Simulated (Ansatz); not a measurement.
# CdTe in Ansatz: settings compared

The runs below take CdTe through work function, projected density of states, with PBEsol, PBE.

Everything below comes from runs of Ansatz 0.2.0. Logs are shortened: lines on timing, memory, paths and dates and some standing lists are left out, and cuts for length are marked.

**1. Starting point**

The cell holds a sheet with vacuum, 2 atoms: a = 3.038 Å, b = 3.038 Å, c = 31.570 Å, α = 90.00°, β = 90.00°, γ = 90.00°.

The cell was built by a generator and needn't be a form met in nature.

**2. Work function, PBEsol**

File input.yaml:

```yaml
crystal:
  lattice:
    - [3.038, 0.0, 0.0]
    - [0.0, 3.038, 0.0]
    - [0.0, 0.0, 31.57]
  atoms:
    - { symbol: Cd, position: [0.0, 0.0, 0.23838] }
    - { symbol: Te, position: [0.5, 0.5, 0.33178] }
  periodic: [true, true, false]
kpoints:
  mp_grid: { grid: [9, 9, 1] }
scf:
  occupations: { method: fermi_dirac, width: 0.05 }
hamiltonian:
  xc: pbesol
  pseudopotentials: { kind: all_electron, lapw: { basis_error: 0.002 } }
output:
  forces: true
  stress: true
  eigenvalues: true
```

Potentials or basis: all-electron LAPW, scalar-relativistic.

On the command line:

```
> ansatz run input.yaml --threads 4 --pin off --max-ram 12288MiB --backend cpu --events-out ev --progress --plain --runs-dir out
```

Log:

```text
Warning: RAYON_NUM_THREADS=4 ignored (pool sized by the plan → 4); use --threads N
LAPW: plane waves up to 7.199 Å⁻¹, error target 2.0e-3 eV per atom; small_component_spin mean_spin; Cd in spheres of 1.519 Å, 20 of its electrons in bands, Dirac shells []; Te in spheres of 1.519 Å, 24 of its electrons in bands, Dirac shells [] (how accurate: hamiltonian.pseudopotentials.lapw.basis_error, Limitations)
Engine: ansatz 0.2.0, aarch64-unknown-linux-gnu
Pseudopotentials: kind: all_electron
Pseudopotential: Cd, LAPW, valence charge 20, lapw/all_electron/scalar/gaussian/Cd, Koelling and Harmon's equation, gaussian nucleus
Pseudopotential: Te, LAPW, valence charge 24, lapw/all_electron/scalar/gaussian/Te, Koelling and Harmon's equation, gaussian nucleus
Functional definition: PBEsol
  exchange = pbesol_x
  correlation = pbesol_c
Crystal: 2 atoms, lattice volume = 291.374 Å³
Basis set: ecut = 197.4678462713051 eV, 1861 PW (Γ), exchange–correlation at level 2
Bands: 27, of which v1, the nominal top of the filled ones, is band 22 counted from 1 (21 counted from 0)
Symmetry: 8 space group operations
Space group: P4mm (ITA 99), of the structure as read, at distance tolerance 6.6e-5 Å
k-points: 15 of 81
Non-local potential: Cd, projectors of the file, none
Non-local potential: Te, projectors of the file, none
Initial density: superposition of atomic densities (neutral atoms: chi_scale 0, normalization atom)
Initial wavefunctions: plane waves of lowest kinetic energy (no species holds an atomic orbital)
Functional: x = pbesol(κ = 0.804, μ = 0.12345679012345678), c = pbesol(β = 0.046)
iter 1 solved again at ethr=2.19e-3 eV; its pass at ethr=1.00e-1 eV (dr2=9.64e-1 eV) is discarded
SCF iter   1: F=—  HF=-336970.633753 eV  |F-HF|=—  |Δ(HF+E_count)|=         —  Δρ=5.66e-3  dr2=9.68e-1  ethr=2.19e-3  ⟨swp⟩=3.6  Hψ=2703  notcnv=0
preconditioner: auto → LDOS  [insulator: Δε(μ)=0.124 eV  Ē_g=10.416 eV  σ=0.050 eV  W_gap=0.52  n_scr=20 (ndim 8)  ℏωp=9.2 eV  f_vac=0.773  D(μ)=1.57/eV (n_scr^D=8)  ε∞_Penn≈1.8  β→1.0]
iter 2 solved again at ethr=2.06e-4 eV; its pass at ethr=2.19e-3 eV (dr2=9.08e-2 eV) is discarded
SCF iter   2: F=—  HF=-336970.552117 eV  |F-HF|=—  |Δ(HF+E_count)|=   8.16e-2  Δρ=1.61e-3  dr2=9.07e-2  ethr=2.06e-4  ⟨swp⟩=2.1  Hψ=2125  notcnv=0
SCF iter   3: F=—  HF=-336970.566260 eV  |F-HF|=—  |Δ(HF+E_count)|=   1.41e-2  Δρ=8.55e-4  dr2=4.02e-3  ethr=2.06e-4  ⟨swp⟩=2.9  Hψ=1274  notcnv=0
SCF iter   4: F=—  HF=-336970.523916 eV  |F-HF|=—  |Δ(HF+E_count)|=   4.23e-2  Δρ=2.92e-4  dr2=2.51e-3  ethr=9.14e-6  ⟨swp⟩=3.0  Hψ=1319  notcnv=0
SCF iter   5: F=—  HF=-336970.524036 eV  |F-HF|=—  |Δ(HF+E_count)|=         —  Δρ=1.18e-4  dr2=1.57e-4  ethr=5.71e-6  ⟨swp⟩=2.1  Hψ=1188  notcnv=0
the basis was enlarged: its passes take 35.3 KiB over the memory plan, 4 of 4 planned eigensolver slots
SCF iter   6: F=—  HF=-336970.524004 eV  |F-HF|=—  |Δ(HF+E_count)|=   3.16e-5  Δρ=3.71e-5  dr2=1.16e-5  ethr=3.57e-7  ⟨swp⟩=3.0  Hψ=1212  notcnv=0
SCF iter   7: F=—  HF=-336970.524004 eV  |F-HF|=—  |Δ(HF+E_count)|=   3.82e-8  Δρ=1.14e-5  dr2=8.90e-7  ethr=2.63e-8  ⟨swp⟩=2.9  Hψ=1187  notcnv=0
SCF iter   8: F=-336970.524005 eV  HF=-336970.524005 eV  |F-HF|=1.74e-7  |Δ(HF+E_count)|=   2.83e-7  Δρ=3.15e-6  dr2=2.12e-8  ethr=2.02e-9  ⟨swp⟩=3.0  Hψ=1215  notcnv=0
SCF 1 converged in 8 iterations: F = -336970.524005 eV  dr2 = 2.12e-8
SCF converged after 8 iterations
Free energy (F): -336970.524005 eV
Harris-Foulkes:  -336970.524005 eV  (|F-HF|=1.74e-7)
Internal energy: -336970.517880 eV  (E = F + TS)
E sigma→0 (E₀):  -336970.520942 eV
Entropy (-TS):   -0.006125 eV (-3.062 meV/atom)
Fermi energy:    -4.559812 eV
--- Per-component energies (eV) ---
  E_band       = -2249.677370
  E_kinetic    = 354545.957227
  E_xc         = -8848.453912
  E_electrostatic = -682668.021195  (all electrons and nuclei)
  E_smearing   = -0.006125  (= −TS)
  E_closure    = 0.000000  (closes the sum)
  E_atoms      = -336966.303613  (free atoms, spherical and without spin; not in F)
  Σ components = -336970.524005   (vs F -336970.524005, Δ=0.00e0)
  Basis errors (estimates in eV, not in F): energy 6.9e-4 per atom: plane waves 6.2e-4 (3.7e-4 summed), levels above the bands 6.7e-50, relativity 1.7e-8, radial functions 6.2e-5, core shells 3.6e-8; eigenvalues (radial functions only) 4.3e-6; not estimated: angular momenta, meshes, grids; target (lapw.basis_error) 2.0e-3; muffin-tin radii Cd 1.519 Å, Te 1.519 Å
--- Forces (eV/Å), atoms counted from 1 ---
  atom   1  Cd    -0.00000000     0.00000000     0.04520675
  atom   2  Te     0.00000000     0.00000000    -0.04510853
  max |Σ_I F_I| component: 9.82e-5 eV/Å
--- 2D stress c σ (N/m, compression-positive) ---
       -0.862908       0.000000       0.000000
        0.000000      -0.862908       0.000000
        0.000000       0.000000       0.000000
  P = ½ c Tr σ = -0.8629 N/m
--- Band table (eV; the first three rows and the last of 15) ---
  k-point 0: bands = ["-163.9439", "-114.0891", "-114.0891", "-113.9605", "-106.7674", "-67.8568", "-67.8392", "-67.8392", "-41.6394", "-41.5286", "-41.4395", "-41.4298", "-41.4298", "-17.7421", "-13.4924", "-13.1664", "-12.4979", "-12.4979", "-12.3106", "-10.2851", "-7.4557", "-2.9274", "-1.6872", "-1.6872", "-0.4540", "0.0106", "0.5564"]
  k-point 1: bands = ["-163.9439", "-114.0893", "-114.0891", "-113.9605", "-106.7672", "-67.8566", "-67.8425", "-67.8390", "-41.6304", "-41.5318", "-41.4358", "-41.4333", "-41.4295", "-17.5637", "-13.4326", "-13.0991", "-12.5637", "-12.4927", "-12.3528", "-10.0925", "-7.2674", "-3.4577", "-2.6743", "-1.5193", "-0.2539", "0.1996", "0.7570"]
  k-point 2: bands = ["-163.9438", "-114.0899", "-114.0890", "-113.9605", "-106.7668", "-67.8559", "-67.8507", "-67.8384", "-41.6088", "-41.5399", "-41.4422", "-41.4288", "-41.4250", "-17.0452", "-13.3369", "-12.8836", "-12.7198", "-12.4795", "-12.4577", "-9.4959", "-6.7305", "-6.1240", "-2.1241", "-1.0528", "0.3342", "0.6236", "1.0761"]
  k-point 14: bands = ["-163.9437", "-114.0910", "-114.0910", "-113.9603", "-106.7645", "-67.8641", "-67.8641", "-67.8528", "-41.5863", "-41.4834", "-41.4560", "-41.4560", "-41.3824", "-13.3852", "-13.0772", "-12.9013", "-12.8555", "-12.4929", "-12.0441", "-8.2873", "-8.1881", "-4.3537", "-3.0214", "-1.7688", "-1.6718", "0.3400", "1.6891"]
  the weakly bound empty levels are not read free of the cell's end (augmented_plane_waves)
```

It took 8.3 s on 4 threads of Arm Neoverse V1, shared host; peak memory 0.68 GiB.

Results:

```
Free energy            : -336970.5240 eV
Largest force          : 0.045 eV/Å
Band gap on the k mesh : none (metal or under the smearing width)
Work function          : 4.92 eV
```

Forces in eV/Å, atoms in the order of the input:
```
Cd   0.000  0.000  0.045
Te   0.000  0.000 -0.045
```

Levels at points of the mesh, in eV from the Fermi level:
| k point | band 19 | band 20 | band 21 | band 22 | band 23 | band 24 | band 25 | band 26 |
| --- | --- | --- | --- | --- | --- | --- | --- | --- |
| (0.00, 0.00, 0.00) | -7.75 | -5.73 | -2.90 | 1.63 | 2.87 | 2.87 | 4.11 | 4.57 |

Spin-orbit coupling is left out, which matters for the levels of Te.

**3. Projected density of states, PBE**

Edit input.yaml of step 2 so:

```diff
@@ -11,2 +11,13 @@
   mp_grid: { grid: [9, 9, 1] }
+  band_path:
+    path:
+      - [0.0, 0.0, 0.0]
+      - [0.0, 0.5, 0.0]
+      - [0.5, 0.5, 0.0]
+      - [0.0, 0.0, 0.0]
+      - [0.0, 0.0, 0.5]
+      - [0.0, 0.5, 0.5]
+      - [0.5, 0.5, 0.5]
+      - [0.0, 0.0, 0.5]
+    npoints: 6
 scf:
@@ -14,3 +25,3 @@
 hamiltonian:
-  xc: pbesol
+  xc: pbe
   pseudopotentials: { kind: all_electron, lapw: { basis_error: 0.002 } }
@@ -20 +31,4 @@
   eigenvalues: true
+  fatbands: true
+  dos: { projected: true, de: 0.1, e_range: [-10, 6] }
+  populations: true
```

Potentials or basis: all-electron LAPW, scalar-relativistic.

On the command line:

```
> ansatz run input.yaml --threads 4 --pin off --max-ram 12288MiB --backend cpu --events-out ev --progress --plain --runs-dir out
```

Log:

```text
Warning: RAYON_NUM_THREADS=4 ignored (pool sized by the plan → 4); use --threads N
Cd: projections on atomic orbitals take those of the free atom 1s2 2s2 2p6 3s2 3p6 3d10 4s2 4p6 4d10 5s2, of charge +0.00 (hamiltonian.pseudopotentials.projection_atoms)
Te: projections on atomic orbitals take those of the free atom 1s2 2s2 2p6 3s2 3p6 3d10 4s2 4p6 4d10 5s2 5p4, of charge +0.00 (hamiltonian.pseudopotentials.projection_atoms)
LAPW: plane waves up to 7.197 Å⁻¹, error target 2.0e-3 eV per atom; small_component_spin mean_spin; Cd in spheres of 1.519 Å, 20 of its electrons in bands, Dirac shells []; Te in spheres of 1.519 Å, 24 of its electrons in bands, Dirac shells [] (how accurate: hamiltonian.pseudopotentials.lapw.basis_error, Limitations)
[... 4 set-up lines as earlier in the session ...]
Functional definition: PBE
  parameter kappa = 0.804
  parameter beta = 0.06672455060314922
  exchange = pbe_x(kappa = kappa, mu = beta*pi^2/3)
  correlation = pbe_c(beta = beta)
Crystal: 2 atoms, lattice volume = 291.374 Å³
Basis set: ecut = 197.35601911414662 eV, 1861 PW (Γ), exchange–correlation at level 2
Bands: 27, of which v1, the nominal top of the filled ones, is band 22 counted from 1 (21 counted from 0)
[... 2 set-up lines as earlier in the session ...]
k-points: 15 of 81
[... 4 set-up lines as earlier in the session ...]
Functional: x = pbe(κ = 0.804, μ = 0.2195149727645171), c = pbe(β = 0.06672455060314922)
iter 1 solved again at ethr=2.61e-3 eV; its pass at ethr=1.00e-1 eV (dr2=1.15e0 eV) is discarded
SCF iter   1: F=—  HF=-337119.604810 eV  |F-HF|=—  |Δ(HF+E_count)|=         —  Δρ=5.93e-3  dr2=1.15e0  ethr=2.61e-3  ⟨swp⟩=3.1  Hψ=2687  notcnv=0
preconditioner: auto → LDOS  [metal: Δε(μ)=0.122 eV  Ē_g=10.440 eV  σ=0.050 eV  W_gap=0.50  n_scr=20 (ndim 8)  ℏωp=9.2 eV  f_vac=0.772  D(μ)=1.50/eV (n_scr^D=8)  β→1.0]
iter 2 solved again at ethr=1.66e-4 eV; its pass at ethr=2.61e-3 eV (dr2=7.32e-2 eV) is discarded
SCF iter   2: F=—  HF=-337119.516775 eV  |F-HF|=—  |Δ(HF+E_count)|=   8.80e-2  Δρ=1.63e-3  dr2=7.32e-2  ethr=1.66e-4  ⟨swp⟩=2.3  Hψ=2142  notcnv=0  defer=2
SCF iter   3: F=—  HF=-337119.536177 eV  |F-HF|=—  |Δ(HF+E_count)|=   1.94e-2  Δρ=9.32e-4  dr2=5.61e-3  ethr=1.66e-4  ⟨swp⟩=3.0  Hψ=1320  notcnv=0
SCF iter   4: F=—  HF=-337119.493384 eV  |F-HF|=—  |Δ(HF+E_count)|=   4.28e-2  Δρ=2.73e-4  dr2=2.38e-3  ethr=1.28e-5  ⟨swp⟩=3.0  Hψ=1341  notcnv=0
SCF iter   5: F=—  HF=-337119.493489 eV  |F-HF|=—  |Δ(HF+E_count)|=         —  Δρ=1.18e-4  dr2=1.50e-4  ethr=5.40e-6  ⟨swp⟩=2.0  Hψ=1182  notcnv=0
the basis was enlarged: its passes take 35.7 KiB over the memory plan, 4 of 4 planned eigensolver slots
SCF iter   6: F=—  HF=-337119.493475 eV  |F-HF|=—  |Δ(HF+E_count)|=   1.33e-5  Δρ=3.77e-5  dr2=9.49e-6  ethr=3.42e-7  ⟨swp⟩=3.0  Hψ=1215  notcnv=0
SCF iter   7: F=—  HF=-337119.493477 eV  |F-HF|=—  |Δ(HF+E_count)|=   2.06e-6  Δρ=1.21e-5  dr2=1.04e-6  ethr=2.16e-8  ⟨swp⟩=2.9  Hψ=1198  notcnv=0
SCF iter   8: F=-337119.493478 eV  HF=-337119.493478 eV  |F-HF|=2.19e-7  |Δ(HF+E_count)|=   2.39e-7  Δρ=3.34e-6  dr2=2.10e-8  ethr=2.36e-9  ⟨swp⟩=3.0  Hψ=1217  notcnv=0
SCF 1 converged in 8 iterations: F = -337119.493478 eV  dr2 = 2.10e-8
NSCF: frozen V_eff on 43 k-points
SCF converged after 8 iterations
Free energy (F): -337119.493478 eV
Harris-Foulkes:  -337119.493478 eV  (|F-HF|=2.19e-7)
Internal energy: -337119.486874 eV  (E = F + TS)
E sigma→0 (E₀):  -337119.490176 eV
Entropy (-TS):   -0.006603 eV (-3.302 meV/atom)
Fermi energy:    -4.469049 eV
--- Per-component energies (eV) ---
  E_band       = -2250.010153
  E_kinetic    = 354732.819288
  E_xc         = -8999.805907
  E_electrostatic = -682852.500256  (all electrons and nuclei)
  E_smearing   = -0.006603  (= −TS)
  E_closure    = 0.000000  (closes the sum)
  E_atoms      = -337115.932394  (free atoms, spherical and without spin; not in F)
  Σ components = -337119.493478   (vs F -337119.493478, Δ=0.00e0)
  Basis errors (estimates in eV, not in F): energy 7.1e-4 per atom: plane waves 6.3e-4 (3.7e-4 summed), levels above the bands 4.0e-49, relativity 1.1e-7, radial functions 7.5e-5, core shells 3.6e-8; eigenvalues (radial functions only) 4.3e-6; not estimated: angular momenta, meshes, grids; target (lapw.basis_error) 2.0e-3; muffin-tin radii Cd 1.519 Å, Te 1.519 Å
--- Forces (eV/Å), atoms counted from 1 ---
  atom   1  Cd    -0.00000000     0.00000000    -0.10608478
  atom   2  Te     0.00000000     0.00000000     0.10615659
  max |Σ_I F_I| component: 7.18e-5 eV/Å
--- 2D stress c σ (N/m, compression-positive) ---
        1.039461       0.000000       0.000000
        0.000000       1.039461       0.000000
        0.000000       0.000000       0.000000
  P = ½ c Tr σ = 1.0395 N/m
--- Band table (eV; the first three rows and the last of 15) ---
  k-point 0: bands = ["-164.1082", "-114.1905", "-114.1905", "-114.0575", "-106.8533", "-67.9085", "-67.8927", "-67.8927", "-41.6307", "-41.5221", "-41.4269", "-41.4194", "-41.4194", "-17.6312", "-13.4688", "-13.1408", "-12.4859", "-12.4859", "-12.3016", "-10.1736", "-7.3658", "-2.8625", "-1.5848", "-1.5848", "-0.5056", "-0.0187", "0.5314"]
  k-point 1: bands = ["-164.1082", "-114.1908", "-114.1905", "-114.0575", "-106.8531", "-67.9082", "-67.8959", "-67.8924", "-41.6218", "-41.5253", "-41.4233", "-41.4229", "-41.4191", "-17.4528", "-13.4091", "-13.0753", "-12.5505", "-12.4808", "-12.3433", "-9.9803", "-7.1778", "-3.3536", "-2.6115", "-1.4170", "-0.3051", "0.1706", "0.7317"]
  k-point 2: bands = ["-164.1081", "-114.1914", "-114.1905", "-114.0575", "-106.8526", "-67.9076", "-67.9041", "-67.8919", "-41.6003", "-41.5334", "-41.4317", "-41.4185", "-41.4126", "-16.9344", "-13.3132", "-12.8644", "-12.7041", "-12.4678", "-12.4470", "-9.3825", "-6.6420", "-6.0189", "-2.0614", "-0.9506", "0.2872", "0.6267", "1.1313"]
  k-point 14: bands = ["-164.1080", "-114.1924", "-114.1924", "-114.0573", "-106.8504", "-67.9173", "-67.9173", "-67.9044", "-41.5793", "-41.4759", "-41.4455", "-41.4454", "-41.3703", "-13.3286", "-13.0164", "-12.8839", "-12.8177", "-12.4790", "-12.0348", "-8.1951", "-8.0918", "-4.2733", "-2.9085", "-1.6505", "-1.5322", "0.4471", "1.7960"]
  the weakly bound empty levels are not read free of the cell's end (augmented_plane_waves)
--- Löwdin populations: 2 sites ---
  site symbol       q [e]
     0     Cd     47.6283
     1     Te     52.1378
  spilling = 0.002339 (of n_electrons = 100.000000)
```

bands.tsv:

```text
[... 55 lines left out ...]
6.917042	-159.639123	-109.721622	-109.721621	-109.588440	-102.384009	-63.439136	-63.425349	-63.425315	-37.151227	-37.056771	-36.953856	-36.952235	-36.952147	-12.960818	-8.921407	-8.606943	-8.057237	-8.044266	-7.882037	-5.486557	-2.684833	1.709106	1.779188	2.135633	4.189322	4.664752	5.226717
7.160781	-159.639134	-109.721494	-109.721494	-109.588455	-102.384207	-63.439416	-63.423616	-63.423616	-37.161692	-37.053096	-36.957898	-36.950356	-36.950356	-13.162147	-8.999733	-8.671769	-8.016845	-8.016845	-7.832543	-5.704520	-2.896713	1.606566	2.884231	2.884231	3.963460	4.450298	5.000461
```

dos.tsv:

```text
# E-E_F[eV]	g_bin_mean(E)[states/eV]	N(E)
# format = ansatz-dos/2
# fermi_ev = -4.469049
# fermi_mp_grid = 9 9 1
# fermi_mp_shift = 0 0 0
# tetrahedron_fermi_ev = -4.343419
# g_bin_mean(E): the states in a bin one row spacing wide, centred on E, divided by that spacing. States that the method places at a single energy (under output.dos.method: tetrahedron, those of a tetrahedron whose four corners have one energy) are counted whole in the row whose bin holds that energy (on the edge of two bins, in the lower row). The sum of g_bin_mean over a run of rows, times the row spacing, is the number of states from half a spacing under the first of them to half a spacing over the last (a plain sum, not the trapezoid rule).
-10.000000	3.446081e-1	2.766296e1
-9.900000	3.299671e-1	2.769669e1
-9.800000	3.153262e-1	2.772896e1
-9.700000	3.006852e-1	2.775976e1
-9.600000	2.860442e-1	2.778909e1
-9.500000	2.721454e-1	2.781697e1
[... 153 lines left out ...]
5.900000	3.425752e0	5.192282e1
6.000000	2.697464e0	5.222764e1
```

It took 18 s on 4 threads of Arm Neoverse V1, shared host; peak memory 0.7 GiB.

What came out:

| Item | Value |
| --- | --- |
| Free energy | -337119.4935 eV |
| Largest force | 0.106 eV/Å |
| Band gap along the path | none (metal or under the smearing width) |
| Work function | 4.84 eV |

Forces on the atoms (eV/Å):
```
Cd   0.000  0.000 -0.106
Te   0.000  0.000  0.106
```

Levels at the corners of the path, in eV from the Fermi level:
```tsv
point	band 18	band 19	band 20	band 21	band 22	band 23	band 24	band 25	band 26	band 27
Γ	-8.02	-7.83	-5.70	-2.90	1.61	2.88	2.88	3.96	4.45	5.00
X	-7.97	-7.97	-5.77	-2.02	-0.93	0.61	3.11	4.73	6.30	6.67
M	-8.00	-7.51	-3.84	-3.84	0.51	2.19	2.66	2.66	4.20	7.24
Γ	-8.02	-7.83	-5.70	-2.90	1.61	2.88	2.88	3.96	4.45	5.00
Z	-8.02	-7.83	-5.70	-2.90	1.61	2.88	2.88	3.96	4.45	5.00
R	-7.97	-7.97	-5.77	-2.02	-0.93	0.61	3.11	4.73	6.30	6.67
A	-8.00	-7.51	-3.84	-3.84	0.51	2.19	2.66	2.66	4.20	7.24
Z	-8.02	-7.83	-5.70	-2.90	1.61	2.88	2.88	3.96	4.45	5.00
```

States per cell in windows of 1 eV (zero at the Fermi level; states under -8 eV left out):
| from (eV) | total | Te2 5p | Cd1 4d | Cd1 5s | Te2 5s | Cd1 4s | Te2 4s |
| --- | --- | --- | --- | --- | --- | --- | --- |
| -8.0 | 2.30 | 0.01 | 2.29 | 0.01 | 0.00 | 0.00 | 0.00 |
| -7.0 | 0.00 | 0.00 | 0.00 | 0.00 | 0.00 | 0.00 | 0.00 |
| -6.0 | 0.47 | 0.29 | 0.01 | 0.16 | 0.01 | 0.00 | 0.00 |
| -5.0 | 1.00 | 0.63 | 0.01 | 0.30 | 0.04 | 0.00 | 0.00 |
| -4.0 | 0.78 | 0.59 | 0.00 | 0.14 | 0.03 | 0.00 | 0.00 |
| -3.0 | 1.39 | 0.91 | 0.01 | 0.36 | 0.03 | 0.00 | 0.00 |
| -2.0 | 1.00 | 0.70 | 0.01 | 0.21 | 0.03 | 0.00 | 0.00 |
| -1.0 | 1.24 | 0.74 | 0.01 | 0.41 | 0.02 | 0.00 | 0.00 |
| 0.0 | 0.88 | 0.56 | 0.00 | 0.15 | 0.04 | 0.00 | 0.00 |
| 1.0 | 0.89 | 0.40 | 0.00 | 0.07 | 0.02 | 0.00 | 0.00 |
| 2.0 | 1.35 | 0.36 | 0.00 | 0.02 | 0.01 | 0.00 | 0.00 |
| 3.0 | 1.56 | 0.32 | 0.00 | 0.02 | 0.01 | 0.00 | 0.00 |
| 4.0 | 1.56 | 0.17 | 0.00 | 0.02 | 0.00 | 0.00 | 0.00 |
| 5.0 | 1.96 | 0.01 | 0.00 | 0.04 | 0.00 | 0.00 | 0.00 |

Caveat: spin-orbit coupling is left out, which moves the levels of the heavy elements.
